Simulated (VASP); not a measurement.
Calculation: optB88-vdW, VASP's PBE PAW potentials (set 64) (plane waves; VASP 6.6.1).

A VASP calculation is set up with these files.

KPOINTS:
```
Automatic
0
gamma
  7 7 7
0 0 0
```

### INCAR
```
SYSTEM = ZnTe
PREC = Accurate
ENCUT = 520
EDIFF = 1E-6
NELM = 100
ALGO = Normal
LREAL = .FALSE.
LASPH = .TRUE.
ISMEAR = 0
SIGMA = 0.05
GGA = BO
PARAM1 = 0.1833333333
PARAM2 = 0.22
LUSE_VDW = .TRUE.
AGGAC = 0.0
LMAXMIX = 4
LWAVE = .FALSE.
LCHARG = .FALSE.
IBRION = 2
ISIF = 3
NSW = 60
EDIFFG = -0.01
```

**POSCAR**
```
ZnTe
1
   -0.0000000000     3.0837758661     3.0837758661
    3.0837758661     0.0000000000     3.0837758661
    3.0837758661     3.0837758661     0.0000000000
Zn Te
1 1
Direct
  0.0000000000   0.0000000000   0.0000000000
  0.2500000000   0.2500000000   0.2500000000
```

POTCAR, in this order: Zn Te (PBE.64 set). Program: vasp_std.

Output

**OSZICAR**
```
       N       E                     dE             d eps       ncg     rms          rms(c)
DAV:   1     0.855554599479E+02    0.85555E+02   -0.85342E+03   520   0.144E+03
DAV:   2     0.463004890965E+01   -0.80925E+02   -0.78300E+02   540   0.260E+02
DAV:   3    -0.139114055314E+00   -0.47692E+01   -0.47463E+01   650   0.638E+01
DAV:   4    -0.213145461768E+00   -0.74031E-01   -0.74011E-01   611   0.754E+00
DAV:   5    -0.214681897463E+00   -0.15364E-02   -0.15364E-02   658   0.908E-01    0.439E+00
DAV:   6    -0.577122753652E-01    0.15697E+00   -0.49663E-01   713   0.183E+01    0.339E+00
DAV:   7    -0.468735870588E-01    0.10839E-01   -0.98306E-02   575   0.352E+00    0.127E+00
DAV:   8    -0.471349275824E-01   -0.26134E-03   -0.42766E-03   721   0.690E-01    0.338E-01
DAV:   9    -0.472219001097E-01   -0.86973E-04   -0.91646E-04   545   0.286E-01    0.916E-02
DAV:  10    -0.472605026355E-01   -0.38603E-04   -0.11531E-04   636   0.769E-02    0.245E-02
DAV:  11    -0.472569127369E-01    0.35899E-05   -0.23487E-05   606   0.505E-02    0.138E-02
DAV:  12    -0.472577304115E-01   -0.81767E-06   -0.31609E-06   565   0.127E-02
   1 F= -.47257730E-01 E0= -.47257730E-01  d E =-.472577E-01
```

**OUTCAR**
```
------------------------ aborting loop because EDIFF is reached ----------------------------------------
  FORCE on cell =-STRESS in cart. coord.  units (eV):
  Direction    XX          YY          ZZ          XY          YZ          ZX
  --------------------------------------------------------------------------------------
  Total        0.0001367      0.0001367      0.0001367     -0.0000000      0.0000000      0.0000000
  in kB        0.0037345      0.0037345      0.0037345     -0.0000000      0.0000000      0.0000000
  external PRESSURE =       0.0037345 kB  Pullay stress =       0.0000000 kB
  volume of cell :       58.65
      direct lattice vectors                 reciprocal lattice vectors
     0.000000000  3.083775866  3.083775866    -0.162138891  0.162138891  0.162138891
     3.083775866  0.000000000  3.083775866     0.162138891 -0.162138891  0.162138891
     3.083775866  3.083775866  0.000000000     0.162138891  0.162138891 -0.162138891
 POSITION                                       TOTAL-FORCE (eV/Angst)
 -----------------------------------------------------------------------------------
      0.00000      0.00000      0.00000         0.000000      0.000000      0.000000
      1.54189      1.54189      1.54189        -0.000000     -0.000000     -0.000000
 -----------------------------------------------------------------------------------
    total drift:                                0.000001      0.000001      0.000001
  FREE ENERGIE OF THE ION-ELECTRON SYSTEM (eV)
  ---------------------------------------------------
  free  energy   TOTEN  =        -0.0472577304 eV

  energy  without entropy=       -0.0472577304  energy(sigma->0) =       -0.04725773

 reached required accuracy - stopping structural energy minimisation
```
(Selected blocks of OUTCAR.)

File OUTCAR:
```
 val. band max:        2.7570013775   @ k =   0.0000   0.0000   0.0000

 cond. band min:       3.7366891851   @ k =   0.0000   0.0000   0.0000


 Fermi energy:         3.0007069484

 k-point     1 :       0.0000    0.0000    0.0000
  band No.  band energies     occupation
      1      -8.8512      2.00000
      2      -4.1747      2.00000
      3      -4.1747      2.00000
      4      -4.1747      2.00000
      5      -3.9689      2.00000
      6      -3.9689      2.00000
      7       2.7570      2.00000
      8       2.7570      2.00000
      9       2.7570      2.00000
     10       3.7367      0.00000
     11       7.1928      0.00000
     12       7.1928      0.00000
     13       7.1928      0.00000

 k-point     2 :       0.1429    0.0000    0.0000
  band No.  band energies     occupation
      1      -8.7226      2.00000
      2      -4.1636      2.00000
      3      -4.1636      2.00000
      4      -4.1585      2.00000
      5      -3.9701      2.00000
      6      -3.9701      2.00000
      7       1.1481      2.00000
      8       2.5615      2.00000
      9       2.5615      2.00000
     10       4.6888      0.00000
     11       7.4160      0.00000
     12       7.4950      0.00000
     13       7.4950      0.00000

 k-point     3 :       0.2857    0.0000    0.0000
  band No.  band energies     occupation
      1      -8.4007      2.00000
      2      -4.1412      2.00000
      3      -4.1412      2.00000
      4      -4.0766      2.00000
      5      -3.9694      2.00000
      6      -3.9694      2.00000
      7      -0.7161      2.00000
      8       2.1963      2.00000
      9       2.1963      2.00000
     10       4.6796      0.00000
     11       7.8613      0.00000
     12       7.8613      0.00000
     13       9.0028      0.00000

 k-point     4 :       0.4286    0.0000    0.0000
  band No.  band energies     occupation
      1      -8.0989      2.00000
      2      -4.1270      2.00000
      3      -4.1270      2.00000
...
```

Unless said otherwise, spin-orbit coupling is left out, though it shifts the bands of the heavy elements here.

The compound is ZnTe in the zinc blende structure. It was relaxed first. The start is the result of an earlier pass.
